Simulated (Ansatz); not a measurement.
**Cadmium, omega (AlB2-type) under RPBE: ground state and equation of state**

What does RPBE give for cadmium in the omega (AlB2-type) structure? We relax it, solve it on a dense k-mesh, then scale the cell to 7 volumes from 88 to 112 % of the relaxed one and try a fit of the equation of state. Spin polarisation is left out. The k-meshes are 7×7×10 for the relaxation; 9×9×13 for the dense run; 8×8×11 for the volumes.

Program: Ansatz 0.2.0. Level of theory: DFT RPBE, plane waves (420 eV) with PAW, scalar-relativistic; the PAW data stem from PBE, with regenerated cores. These are calculated values, not measurements.

## (1) The structure to begin with

It takes space group P6/mmm (No. 191, hexagonal). Conventional cell: a = 4.959 Å, b = 4.959 Å, c = 3.040 Å, α = 90.00°, β = 90.00°, γ = 120.00°. Cd (site symmetry 6/mmm) has 14 Cd at 3.04 to 3.24 Å as nearest neighbours. Cd (site symmetry -6m2) has 11 Cd at 2.86 to 3.24 Å as nearest neighbours.

Coordinates:

```
CELL_PARAMETERS angstrom
4.95941 0.00000 0.00000
-2.47970 4.29497 0.00000
0.00000 0.00000 3.04012
ATOMIC_POSITIONS crystal
Cd 0.00000 0.00000 0.00000
Cd 0.33333 0.66667 0.50000
Cd 0.66667 0.33333 0.50000
```

## (2) Geometry optimisation

Input file input.yaml:

```yaml
crystal:
  lattice:
    - [4.959407163, 0.0, 0.0]
    - [-2.4797035815, 4.2949725909, 0.0]
    - [0.0, 0.0, 3.0401165909]
  atoms:
    - { symbol: Cd, position: [0.0, 0.0, 0.0] }
    - { symbol: Cd, position: [0.3333333333, 0.6666666667, 0.5] }
    - { symbol: Cd, position: [0.6666666667, 0.3333333333, 0.5] }
hamiltonian:
  xc: rpbe
  pseudopotentials:
    kind: paw
    azcp:
      Cd: "pseudopotentials/Cd.paw.azcp"
basis:
  ecutwfc: 420
  fft_grid_basis: typed
kpoints:
  mp_grid: { grid: [7, 7, 10], shift: [0, 0, 0] }
magnetization:
  spin_polarized: false
scf:
  occupations: { method: fermi_dirac, width: 0.1 }
relax:
  max_steps: 60
  f_tol: 0.01
  cell: {}
output:
  write_density: true
  write_potential: true
  elf: true
  volumetric_format: npy
```

Output, shortened:

```text
Warning: RAYON_NUM_THREADS=2 ignored (pool sized by the plan → 2); use --threads N
[...]
Pseudopotentials: kind: paw
Pseudopotential: Cd, paw, valence charge 20, recommended cutoff 420 eV (normal), <dir>
Functional definition: RPBE
[...]
Crystal: 3 atoms, lattice volume = 64.756 Å³
Basis set: ecut = 420 eV, 1289 PW (Γ), exchange–correlation on 72×72×48 points (8 copies of the dense FFT grid, shifted against one another)
Bands: 36, of which v1, the nominal top of the filled ones, is band 30 counted from 1 (29 counted from 0)
Symmetry: 24 space group operations
Space group: P6/mmm (ITA 191), of the structure as read, at distance tolerance 4.0e-5 Å
k-points: 48 of 490
[...]
SCF iter   1: F=—  HF=-24787.745937 eV  |F-HF|=—  |Δ(HF+E_count)|=         —  Δρ=4.40e-3  dr2=9.88e-3  ethr=1.77e-3  ⟨swp⟩=5.9  Hψ=6205  notcnv=0  defer=5
[...]
relax step   1: F+E_penalty+E_count = -24787.74389589 eV  Δ(F+E_penalty+E_count) = +0.000e0 eV  max|allowed force component| = 2.776e-17 eV/Å  Δτ_max = 0.0000 Å  P = +7.097 GPa  Ω = 64.756 Å³  (6 SCF iters, dr2 threshold 1.00e-7 eV, accepted)
[...]
relax step   7: F+E_penalty+E_count = -24787.95124534 eV  Δ(F+E_penalty+E_count) = -5.289e-5 eV  max|allowed force component| = 1.696e-17 eV/Å  Δτ_max = 0.0000 Å  P = -0.002 GPa  Ω = 76.020 Å³  energy of the carried Pulay correction = +2.244e-5 eV  (4 SCF iters, dr2 threshold 9.96e-9 eV, accepted)
[...]
relax step   8: F+E_penalty+E_count = -24787.95122571 eV  Δ(F+E_penalty+E_count) = +1.963e-5 eV  max|allowed force component| = 1.658e-17 eV/Å  Δτ_max = 0.0000 Å  P = -0.002 GPa  Ω = 76.020 Å³  stress off target by 7.79e-3 GPa  SCF on the basis re-selected at this cell (its energy is not [...]
SCF converged after 5 iterations
Free energy (F): -24787.951226 eV
[...]
E sigma→0 (E₀):  -24787.931899 eV
Entropy (-TS):   -0.038653 eV (-12.884 meV/atom)
Fermi energy:    11.980936 eV
[...]
--- Forces (eV/Å), atoms counted from 1 ---
  atom   1  Cd     0.00000000    -0.00000000     0.00000000
  atom   2  Cd     0.00000000    -0.00000000     0.00000000
  atom   3  Cd     0.00000000     0.00000000    -0.00000000
[...]
--- Stress (GPa, compression-positive) ---
        0.001513      -0.000000       0.000000
       -0.000000       0.001513       0.000000
        0.000000       0.000000      -0.007792
  P = ⅓ Tr σ = -0.0016 GPa (-0.016 kbar)
--- Band table (eV; the first three rows and the last of 48) ---
[...]
--- Relaxed structure (6 steps of the walk, 6 accepted, 2 SCFs on fresh bases) ---
  F+E_penalty+E_count = -24787.95122571 eV   max|allowed force component| = 1.658e-17 eV/Å   (the final SCF, on the basis selected at the relaxed cell)
  cell:  # Å, volume = 76.0197 Å³
    - [5.258648857777544, -3.805660999007889e-33, 0.0]
    - [-2.629324428888772, 4.554123500417374, 0.0]
    - [0.0, 0.0, 3.174295646307446]
  atoms:
    - { symbol: Cd, position: [3.969939455851117e-36, -7.162183321372906e-36, 0.0] }
    - { symbol: Cd, position: [0.3333333333333333, 0.6666666666666666, 0.5] }
    - { symbol: Cd, position: [0.6666666666666666, 0.3333333333333333, 0.5] }
```

Wall time 11 s (2 threads of Intel Xeon 6975P-C (Granite Rapids), shared host); peak memory 0.45 GiB.

Relaxation path:

```tsv
step	energy change (meV/atom)	largest force (eV/Å)	pressure (GPa)	volume (Å³/atom)
1	0.00	0.0000	7.10	21.585
2	-67.01	0.0000	0.62	24.815
3	-67.91	0.0000	0.20	25.170
4	-68.02	0.0000	0.00	25.349
5	-68.03	0.0000	-0.02	25.362
6	-69.10	0.0000	-0.02	25.362
7	-69.12	0.0000	0.00	25.340
8	-69.11	0.0000	0.00	25.340
```

Steps that repeat a cell are solved on a basis chosen anew, so their changes of energy are no gain of the relaxation.

The cell of the run, before and after:

|  | before | after | change |
| --- | --- | --- | --- |
| a (Å) | 4.959 | 5.259 | +6.0 % |
| b (Å) | 4.959 | 5.259 | +6.0 % |
| c (Å) | 3.040 | 3.174 | +4.4 % |
| volume (Å³/atom) | 21.585 | 25.340 | +17.4 % |
| shortest distance (Å) | 2.863 | 3.036 | +6.0 % |
| space group (spins left aside) | P6/mmm | P6/mmm | same |

## (3) The energy on a finer k-mesh

Input file input.yaml:

```yaml
crystal:
  lattice:
    - [5.2586488578, 0.0, 0.0]
    - [-2.6293244289, 4.5541235004, 0.0]
    - [0.0, 0.0, 3.1742956463]
  atoms:
    - { symbol: Cd, position: [0.0, 1.0, 0.0] }
    - { symbol: Cd, position: [0.3333333333, 0.6666666667, 0.5] }
    - { symbol: Cd, position: [0.6666666667, 0.3333333333, 0.5] }
hamiltonian:
  xc: rpbe
  pseudopotentials:
    kind: paw
    azcp:
      Cd: "pseudopotentials/Cd.paw.azcp"
basis:
  ecutwfc: 420
  fft_grid_basis: typed
kpoints:
  mp_grid: { grid: [9, 9, 13], shift: [0, 0, 0] }
magnetization:
  spin_polarized: false
scf:
  occupations: { method: fermi_dirac, width: 0.1 }
output:
  write_density: true
  write_potential: true
  elf: true
  volumetric_format: npy
```

Output, shortened:

```text
Warning: RAYON_NUM_THREADS=2 ignored (pool sized by the plan → 2); use --threads N
[...]
Pseudopotentials: kind: paw
Pseudopotential: Cd, paw, valence charge 20, recommended cutoff 420 eV (normal), <dir>
Functional definition: RPBE
[...]
Crystal: 3 atoms, lattice volume = 76.020 Å³
Basis set: ecut = 420 eV, 1493 PW (Γ)
Bands: 36, of which v1, the nominal top of the filled ones, is band 30 counted from 1 (29 counted from 0)
Symmetry: 24 space group operations
Space group: P6/mmm (ITA 191), of the structure as read, at distance tolerance 4.2e-5 Å
k-points: 84 of 1053
[...]
SCF iter   1: F=—  HF=-24787.944705 eV  |F-HF|=—  |Δ(HF+E_count)|=         —  Δρ=3.98e-3  dr2=1.04e-2  ethr=1.77e-3  ⟨swp⟩=6.0  Hψ=10994  notcnv=0  defer=6
[...]
SCF iter   6: F=-24787.942485 eV  HF=-24787.942485 eV  |F-HF|=2.79e-8  |Δ(HF+E_count)|=   4.80e-8  Δρ=9.40e-6  dr2=5.90e-8  ethr=1.67e-10  ⟨swp⟩=5.2  Hψ=9992  notcnv=0
[...]
SCF converged after 6 iterations
Free energy (F): -24787.942485 eV
[...]
E sigma→0 (E₀):  -24787.923579 eV
Entropy (-TS):   -0.037811 eV (-12.604 meV/atom)
Fermi energy:    12.027925 eV
[...]
--- Band table (eV; the first three rows and the last of 84) ---
[...]
```

It took 2.7 s on 2 threads of Intel Xeon 6975P-C (Granite Rapids), shared host; peak memory 0.46 GiB.

Density in a lattice plane of the grid's cell (edges 5.26 and 5.26 Å, at 0.500 of the third edge), which holds Cd.

Ten even steps from ' ' (0.08 e/Å³) to '@' (24.82 e/Å³):
```
                                                
                                                
                                                
                ..::::..                        
            ..::==++==::..                      
          ..--**@@%%++::                        
          ::++%%@@##--..                        
          ::++****--..                          
          ..::--::..                            
            ..                      ..          
                              ..::--::..        
                            ..--****++::        
                          ..--##@@%%++::        
                          ::++%%@@**--..        
                        ..::==++==::..          
                          ..::::..              
                                                
                                                
                                                
                                                
```
Columns run along the first of these edges and rows up along the second, over one cell in 24 and 20 even steps from the bottom left corner. Atoms in the plane (fractional): Cd at (0.33, 0.67), Cd at (0.67, 0.33).

ELF in the same plane.

Values, 12 rows by 12 columns:
```
0.21 0.22 0.22 0.21 0.20 0.20 0.20 0.20 0.21 0.22 0.22 0.21
0.22 0.22 0.20 0.20 0.33 0.40 0.32 0.19 0.20 0.22 0.22 0.22
0.22 0.21 0.20 0.40 0.65 0.63 0.40 0.20 0.21 0.22 0.22 0.22
0.23 0.20 0.33 0.65 0.92 0.65 0.33 0.20 0.23 0.21 0.20 0.21
0.22 0.20 0.40 0.63 0.65 0.40 0.20 0.21 0.20 0.20 0.19 0.20
0.21 0.20 0.32 0.40 0.33 0.20 0.20 0.20 0.33 0.40 0.32 0.20
0.22 0.20 0.19 0.20 0.20 0.21 0.20 0.40 0.65 0.63 0.40 0.20
0.23 0.21 0.20 0.21 0.23 0.20 0.33 0.65 0.92 0.65 0.33 0.20
0.22 0.22 0.22 0.22 0.21 0.20 0.40 0.63 0.65 0.40 0.20 0.21
0.22 0.22 0.22 0.22 0.20 0.19 0.32 0.40 0.33 0.20 0.20 0.22
0.21 0.21 0.22 0.22 0.21 0.20 0.20 0.20 0.20 0.21 0.22 0.22
0.21 0.21 0.22 0.22 0.23 0.22 0.21 0.22 0.23 0.22 0.22 0.21
```
Columns run along the first of these edges and rows up along the second, over one cell in 12 and 12 even steps from the bottom left corner. Atoms in the plane (fractional): Cd at (0.33, 0.67), Cd at (0.67, 0.33).

Both are smooth fields of the valence electrons: close to the nuclei they are not physical.

## (4) Volume × 0.88

Input file input.yaml:

```yaml
crystal:
  lattice:
    - [5.0392789117, 0.0, 0.0]
    - [-2.5196394558, 4.3641435543, 0.0]
    - [0.0, 0.0, 3.0418766384]
  atoms:
    - { symbol: Cd, position: [0.0, 1.0, 0.0] }
    - { symbol: Cd, position: [0.3333333333, 0.6666666667, 0.5] }
    - { symbol: Cd, position: [0.6666666667, 0.3333333333, 0.5] }
hamiltonian:
  xc: rpbe
  pseudopotentials:
    kind: paw
    azcp:
      Cd: "pseudopotentials/Cd.paw.azcp"
basis:
  ecutwfc: 420
  fft_grid_basis: typed
kpoints:
  mp_grid: { grid: [8, 8, 11], shift: [0, 0, 0] }
magnetization:
  spin_polarized: false
scf:
  occupations: { method: fermi_dirac, width: 0.1 }
  lower_state_search: "off"
output:
  stress: true
```

Output, shortened:

```text
Warning: RAYON_NUM_THREADS=2 ignored (pool sized by the plan → 2); use --threads N
[...]
Pseudopotentials: kind: paw
Pseudopotential: Cd, paw, valence charge 20, recommended cutoff 420 eV (normal), <dir>
Functional definition: RPBE
[...]
Crystal: 3 atoms, lattice volume = 66.897 Å³
Basis set: ecut = 420 eV, 1301 PW (Γ)
Bands: 35, of which v1, the nominal top of the filled ones, is band 30 counted from 1 (29 counted from 0)
Symmetry: 24 space group operations
Space group: P6/mmm (ITA 191), of the structure as read, at distance tolerance 4.1e-5 Å
k-points: 60 of 704
[...]
SCF iter   1: F=—  HF=-24787.822835 eV  |F-HF|=—  |Δ(HF+E_count)|=         —  Δρ=4.23e-3  dr2=9.50e-3  ethr=1.77e-3  ⟨swp⟩=5.6  Hψ=7290  notcnv=0
[...]
SCF iter   6: F=-24787.820903 eV  HF=-24787.820903 eV  |F-HF|=4.79e-9  |Δ(HF+E_count)|=   3.51e-8  Δρ=5.29e-6  dr2=2.32e-8  ethr=1.67e-10  ⟨swp⟩=4.0  Hψ=6592  notcnv=0
[...]
SCF converged after 6 iterations
Free energy (F): -24787.820903 eV
[...]
E sigma→0 (E₀):  -24787.803586 eV
Entropy (-TS):   -0.034634 eV (-11.545 meV/atom)
Fermi energy:    14.260048 eV
[...]
--- Stress (GPa, compression-positive) ---
        5.037467      -0.000000       0.000000
       -0.000000       5.037467       0.000000
        0.000000       0.000000       4.952875
  P = ⅓ Tr σ = 5.0093 GPa (50.093 kbar)
```

Run time: 1.7 s. Hardware: 2 threads of Intel Xeon 6975P-C (Granite Rapids), shared host; peak memory 0.42 GiB.

(Part 1 of 2 ends here.)
